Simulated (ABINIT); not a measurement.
# Ga in ABINIT: work function with PBE

Aim: the work function of Ga with PBE.

All numbers are computed with ABINIT 10.8.3 (patched build); they aren't measurements. Logs are shortened: lines on timing, memory, paths and dates and some standing lists are left out, and cuts for length are marked. The log counts tension as positive stress, the text compression.

**1. Starting point**

The cell holds a slab with vacuum, 6 atoms: a = 2.985 Å, b = 2.985 Å, c = 24.928 Å, α = 90.00°, β = 90.00°, γ = 83.39°.

The slab is cut from a database's or a generator's crystal, which needn't be the stable form of the element.

**2. Work function, PBE**

File run.abi:

```
# Pseudopotentials
pp_dirpath "./"
pseudos "Ga.GGA_PBE-JTH.xml"

# Structure
acell 3*1.0
rprim
     5.6410375943     0.0000000000     0.0000000000
     0.6495160846     5.6035197863     0.0000000000
     0.0000000000     0.0000000000    47.1066755980
ntypat 1
znucl 31
natom 6
typat 1 1 1 1 1 1
xcart
     1.6644088254     1.4826274859     7.5000000000
     0.0000000000     0.0000000000     9.4855558416
     1.6644088254     1.4826274859    11.4711116831
     0.0000000000     0.0000000000    13.4566675247
     1.6644088254     1.4826274859    15.4422233663
     0.0000000000     0.0000000000    17.4277792079 Angstrom
chkprim 0
chksymtnons 0
tolsym 1.0e-6

# Plane-wave basis
ecut 17.0
pawecutdg 34.0
pawxcdev 0

# k points
kptopt 1
ngkpt 9 9 1
nshiftk 1
shiftk 0.0 0.0 0.0

# Exchange and correlation
ixc 11

# Bands and occupations
nband 47
occopt 3
tsmear 0.05 eV

# SCF cycle
nstep 120
tolvrs 1.0e-9

# Output
iomode 3
prtwf 0
prteig 0
prtebands 0
enunit 2
prtden 1
prtvha 1
prtvclmb 1
prtpot 1
```

Potentials or basis: JTH PAW PBE v2.0.

On the command line:

```console
mpirun --bind-to none -np 4 abinit run.abi > log 2>&1
```

run.abo:

```text
.Version 10.8.3 of ABINIT
 Symmetries : space group Cm m a (# 67); Bravais oC (1-face-center ortho.)
================================================================================
 Values of the parameters that define the memory need of the present run
     intxc =       0    ionmov =       0      iscf =      17    lmnmax =      18
     lnmax =       6     mgfft =     180  mpssoang =       3    mqgrid =   12365
     natom =       6  nloc_mem =       2    nspden =       1   nspinor =       1
    nsppol =       1      nsym =       8    n1xccc =       1    ntypat =       1
    occopt =       3   xclevel =       2
       mpw =        5018          nfft =      103680          nkpt =          25
Pmy_natom=         2
 PAW method is used; the additional fine FFT grid is defined by:
   mgfftf=       250    nfftf =    225000
================================================================================
================================================================================

--------------------------------------------------------------------------------
------------- Echo of variables that govern the present computation ------------
--------------------------------------------------------------------------------
 -outvars: echo values of preprocessed input variables --------
            acell      1.0000000000E+00  1.0000000000E+00  1.0000000000E+00 Bohr
              amu      6.97230000E+01
          chkprim           0
      chksymtnons           0
             ecut      1.70000000E+01 Hartree
           enunit           2
              ixc          11
         kptrlatt        9    0    0      0    9    0      0    0    1
          kptrlen      5.07693383E+01
            natom           6
            nband          47
            ngfft          24      24     180
          ngfftdg          30      30     250
             nkpt          25
            nstep         120
             nsym           8
           ntypat           1
           occopt           3
        pawecutdg      3.40000000E+01 Hartree
         pawxcdev           0
        prtebands           0
           prteig           0
           prtpot           1
         prtvclmb           1
           prtvha           1
            prtwf           0
            rprim      5.6410375943E+00  0.0000000000E+00  0.0000000000E+00
                       6.4951608460E-01  5.6035197863E+00  0.0000000000E+00
                       0.0000000000E+00  0.0000000000E+00  4.7106675598E+01
          spgroup          67
           tolsym      1.00000000E-06
           tolvrs      1.00000000E-09
           tsmear      1.83746611E-03 Hartree
            typat      1  1  1  1  1  1
           useylm           1
           xangst      1.6644088248E+00  1.4826274854E+00  7.5000000000E+00
                       5.5560022387E-10  5.1441377312E-10  9.4855558416E+00
                       1.6644088248E+00  1.4826274854E+00  1.1471111683E+01
                       5.5560022387E-10  5.1441377312E-10  1.3456667525E+01
                       1.6644088248E+00  1.4826274854E+00  1.5442223366E+01
                       5.5560022387E-10  5.1441377312E-10  1.7427779208E+01
            xcart      3.1452768405E+00  2.8017598941E+00  1.4172945944E+01
                       1.0499322586E-09  9.7210114658E-10  1.7925102693E+01
                       3.1452768405E+00  2.8017598941E+00  2.1677259441E+01
                       1.0499322586E-09  9.7210114658E-10  2.5429416189E+01
                       3.1452768405E+00  2.8017598941E+00  2.9181572937E+01
                       1.0499322586E-09  9.7210114658E-10  3.2933729686E+01
             xred      5.0000000017E-01  5.0000000017E-01  3.0086916057E-01
                       1.6614920550E-10  1.7348045223E-10  3.8052149648E-01
                       5.0000000017E-01  5.0000000017E-01  4.6017383239E-01
                       1.6614920550E-10  1.7348045223E-10  5.3982616829E-01
                       5.0000000017E-01  5.0000000017E-01  6.1947850420E-01
                       1.6614920550E-10  1.7348045223E-10  6.9913084011E-01
            znucl       31.00000

================================================================================

 chkinp: Checking input parameters for consistency.

================================================================================
== DATASET  1 ==================================================================

--- !DatasetInfo
iteration_state: {dtset: 1, }
dimensions: {natom: 6, nkpt: 25, mband: 47, nsppol: 1, nspinor: 1, nspden: 1, mpw: 5018, }
cutoff_energies: {ecut:  17.0, pawecutdg:  34.0, }
electrons: {nelect:   7.80000000E+01, charge:   0.00000000E+00, occopt:   3.00000000E+00, tsmear:   1.83746611E-03, }
meta: {optdriver: 0, ionmov: 0, optcell: 0, iscf: 17, paral_kgb: 0, }
...

 Exchange-correlation functional for the present dataset will be:
  GGA: Perdew-Burke-Ernzerhof functional - ixc=11
  J.P.Perdew, K.Burke, M.Ernzerhof, PRL 77, 3865 (1996)

 Real(R)+Recip(G) space primitive vectors, cartesian coordinates (Bohr,Bohr^-1):
 R(1)=  5.6410376  0.0000000  0.0000000  G(1)=  0.1772724 -0.0205480  0.0000000
 R(2)=  0.6495161  5.6035198  0.0000000  G(2)=  0.0000000  0.1784593  0.0000000
 R(3)=  0.0000000  0.0000000 47.1066756  G(3)=  0.0000000  0.0000000  0.0212284
 Unit cell volume ucvol=  1.4890263E+03 bohr^3
[... 125 lines left out ...]
 ----iterations are completed or convergence reached----

 Mean square residual over all n,k,spin=   86.462E-09; max=  13.472E-06
 reduced coordinates (array xred) for    6 atoms
       0.500000000166      0.500000000173      0.300869160568
       0.000000000166      0.000000000173      0.380521496477
       0.500000000166      0.500000000173      0.460173832385
       0.000000000166      0.000000000173      0.539826168295
       0.500000000166      0.500000000173      0.619478504202
       0.000000000166      0.000000000173      0.699130840112
 rms dE/dt=  8.3792E-02; max dE/dt=  2.4694E-01; dE/dt below (all hartree)
    1       0.000000000000      0.000000000000      0.246942083760
    2       0.000000000000      0.000000000000     -0.046821443171
    3       0.000000000000      0.000000000000      0.004090810222
    4       0.000000000000      0.000000000000     -0.004090810222
    5       0.000000000000      0.000000000000      0.046821443171
    6       0.000000000000      0.000000000000     -0.246942083760

 cartesian coordinates (angstrom) at end:
    1      1.66440882484440     1.48262748538559     7.50000000000000
    2      0.00000000055560     0.00000000051441     9.48555584160000
    3      1.66440882484440     1.48262748538559    11.47111168315000
    4      0.00000000055560     0.00000000051441    13.45666752475000
    5      1.66440882484440     1.48262748538559    15.44222336630000
    6      0.00000000055560     0.00000000051441    17.42777920790000

 cartesian forces (hartree/bohr) at end:
    1     -0.00000000000000     0.00000000000000    -0.00524218872644
    2     -0.00000000000000     0.00000000000000     0.00099394496803
    3     -0.00000000000000    -0.00000000000000    -0.00008684141196
    4     -0.00000000000000    -0.00000000000000     0.00008684141196
    5     -0.00000000000000     0.00000000000000    -0.00099394496803
    6     -0.00000000000000     0.00000000000000     0.00524218872644
 frms,max,avg= 1.7787639E-03 5.2421887E-03   0.000E+00  0.000E+00  0.000E+00 h/b

 cartesian forces (eV/Angstrom) at end:
    1     -0.00000000000000     0.00000000000000    -0.26956418259726
    2     -0.00000000000000     0.00000000000000     0.05111070524868
    3     -0.00000000000000    -0.00000000000000    -0.00446556494874
    4     -0.00000000000000    -0.00000000000000     0.00446556494874
    5     -0.00000000000000     0.00000000000000    -0.05111070524868
    6     -0.00000000000000     0.00000000000000     0.26956418259726
 frms,max,avg= 9.1467720E-02 2.6956418E-01   0.000E+00  0.000E+00  0.000E+00 e/A
 length scales=  1.000000000000  1.000000000000  1.000000000000 bohr
              =  0.529177210544  0.529177210544  0.529177210544 angstroms
 Fermi (or HOMO) energy (hartree) =   0.03210   Average Vxc (hartree)=  -0.20577
 Eigenvalues (hartree) for nkpt=  25  k points:
 kpt#   1, nband= 47, wtk=  0.01235, kpt=  0.0000  0.0000  0.0000 (reduced coord)
  -0.52595   -0.52456   -0.52427   -0.52202   -0.52202   -0.52199   -0.51962   -0.51933
  -0.51857   -0.51772   -0.51716   -0.51703   -0.51699   -0.51664   -0.51561   -0.51537
  -0.51519   -0.51442   -0.51290   -0.51275   -0.51214   -0.51199   -0.51131   -0.51103
  -0.50997   -0.50982   -0.50876   -0.50874   -0.50826   -0.50684   -0.38744   -0.36189
  -0.31867   -0.26046   -0.18755   -0.10189   -0.02931    0.07751    0.14892    0.18285
   0.19261    0.19546    0.22097    0.22541    0.25076    0.25185    0.26093
      occupation numbers for kpt#   1
   2.00000    2.00000    2.00000    2.00000    2.00000    2.00000    2.00000    2.00000
   2.00000    2.00000    2.00000    2.00000    2.00000    2.00000    2.00000    2.00000
   2.00000    2.00000    2.00000    2.00000    2.00000    2.00000    2.00000    2.00000
   2.00000    2.00000    2.00000    2.00000    2.00000    2.00000    2.00000    2.00000
   2.00000    2.00000    2.00000    2.00000    2.00000    0.00000    0.00000    0.00000
   0.00000    0.00000    0.00000    0.00000    0.00000    0.00000    0.00000
 prteigrs : prtvol=0 or 1, do not print more k-points.

 Fermi (or HOMO) energy (eV) =   0.87345   Average Vxc (eV)=  -5.59937
 Eigenvalues (   eV  ) for nkpt=  25  k points:
 kpt#   1, nband= 47, wtk=  0.01235, kpt=  0.0000  0.0000  0.0000 (reduced coord)
 -14.31181  -14.27402  -14.26606  -14.20500  -14.20485  -14.20409  -14.13966  -14.13171
 -14.11092  -14.08777  -14.07274  -14.06901  -14.06800  -14.05857  -14.03042  -14.02404
 -14.01896  -13.99821  -13.95674  -13.95259  -13.93597  -13.93196  -13.91348  -13.90591
 -13.87706  -13.87297  -13.84409  -13.84359  -13.83043  -13.79176  -10.54271   -9.84753
  -8.67158   -7.08734   -5.10344   -2.77258   -0.79764    2.10921    4.05240    4.97570
   5.24119    5.31869    6.01299    6.13364    6.82365    6.85315    7.10024
 prteigrs : prtvol=0 or 1, do not print more k-points.

--- !EnergyTerms
iteration_state     : {dtset: 1, }
comment             : Components of total free energy in Hartree
kinetic             :  2.92744612077287E+01
hartree             :  1.42861112540281E+03
xc                  : -9.61830796650221E+00
Ewald energy        :  1.03045534590575E+03
psp_core            :  7.42313595896932E+00
local_psp           : -2.95997743446175E+03
PAW spherical_terms : -6.04007938732145E-01
internal            : -4.74435681891729E+02
'-kT*entropy'       : -7.99504355524393E-04
total_energy        : -4.74436481396084E+02
total_energy_eV     : -1.29100743444530E+04
...

--- !EnergyTermsDC
iteration_state     : {dtset: 1, }
comment             : '"Double-counting" decomposition of free energy'
band_energy         : -3.33168332644466E+01
Ewald energy        :  1.03045534590575E+03
psp_core            :  7.42313595896932E+00
xc_dc               : -1.42606705844815E+03
PAW spherical_terms : -5.29302530468615E+01
internal            : -4.74435662894739E+02
'-kT*entropy'       : -7.99504355524393E-04
total_energy_dc     : -4.74436462399094E+02
total_energy_dc_eV  : -1.29100738275186E+04
...

--- !EnergyTermsWithPAWCore
iteration_state     : {dtset: 1, }
comment             : 'Components of total free energy, including PAW core contributions'
Total energy        : -1.16642345616304E+04
Total energy DC     : -1.16642345426334E+04
Total energy (eV)   : -3.17399991920245E+05
Total energy DC (eV): -3.17399991403311E+05
...

 Cartesian components of stress tensor (hartree/bohr^3)
  sigma(1 1)= -1.28931436E-05  sigma(3 2)=  0.00000000E+00
  sigma(2 2)= -1.33229274E-05  sigma(3 1)=  0.00000000E+00
  sigma(3 3)= -5.67898360E-05  sigma(2 1)=  1.85392092E-06

-Cartesian components of stress tensor (GPa)         [Pressure=  8.1404E-01 GPa]
- sigma(1 1)= -3.79329381E-01  sigma(3 2)=  0.00000000E+00
- sigma(2 2)= -3.91974058E-01  sigma(3 1)=  0.00000000E+00
- sigma(3 3)= -1.67081466E+00  sigma(2 1)=  5.45442365E-02

== END DATASET(S) ==============================================================
================================================================================

 -outvars: echo values of variables after computation  --------
            acell      1.0000000000E+00  1.0000000000E+00  1.0000000000E+00 Bohr
           etotal     -4.7443646240E+02
            fcart     -0.0000000000E+00  2.2524725467E-30 -5.2421887264E-03
                      -0.0000000000E+00  2.2524725467E-30  9.9394496803E-04
                      -0.0000000000E+00 -2.2524725467E-30 -8.6841411963E-05
                      -0.0000000000E+00 -6.7574176401E-30  8.6841411963E-05
                      -0.0000000000E+00  2.2524725467E-30 -9.9394496803E-04
                      -0.0000000000E+00  2.2524725467E-30  5.2421887264E-03
            rprim      5.6410375943E+00  0.0000000000E+00  0.0000000000E+00
                       6.4951608460E-01  5.6035197863E+00  0.0000000000E+00
                       0.0000000000E+00  0.0000000000E+00  4.7106675598E+01
           strten     -1.2893143590E-05 -1.3322927437E-05 -5.6789835953E-05
                       0.0000000000E+00  0.0000000000E+00  1.8539209157E-06
           xangst      1.6644088248E+00  1.4826274854E+00  7.5000000000E+00
                       5.5560022387E-10  5.1441377312E-10  9.4855558416E+00
                       1.6644088248E+00  1.4826274854E+00  1.1471111683E+01
                       5.5560022387E-10  5.1441377312E-10  1.3456667525E+01
                       1.6644088248E+00  1.4826274854E+00  1.5442223366E+01
                       5.5560022387E-10  5.1441377312E-10  1.7427779208E+01
             xred      5.0000000017E-01  5.0000000017E-01  3.0086916057E-01
                       1.6614920550E-10  1.7348045223E-10  3.8052149648E-01
                       5.0000000017E-01  5.0000000017E-01  4.6017383239E-01
                       1.6614920550E-10  1.7348045223E-10  5.3982616829E-01
                       5.0000000017E-01  5.0000000017E-01  6.1947850420E-01
                       1.6614920550E-10  1.7348045223E-10  6.9913084011E-01
 Calculation completed.
```

Wall time 3.4 min (4 MPI ranks of Arm Neoverse V2, shared host); peak memory 0.68 GiB.

What came out:

- Free energy: -12910.0738 eV
- Largest force: 0.270 eV/Å
- Band gap on the k mesh: none (metal or under the smearing width)
- Valence electrons inside the program's atomic spheres: Ga 10.97, 11.00 (radii [1.1132] Å)
- Work function: 4.22 eV

Forces in eV/Å, atoms in the order of the input:
```
Ga   0.000  0.000 -0.270
Ga   0.000  0.000  0.051
Ga   0.000  0.000 -0.004
Ga   0.000  0.000  0.004
Ga   0.000  0.000 -0.051
Ga   0.000  0.000  0.270
```
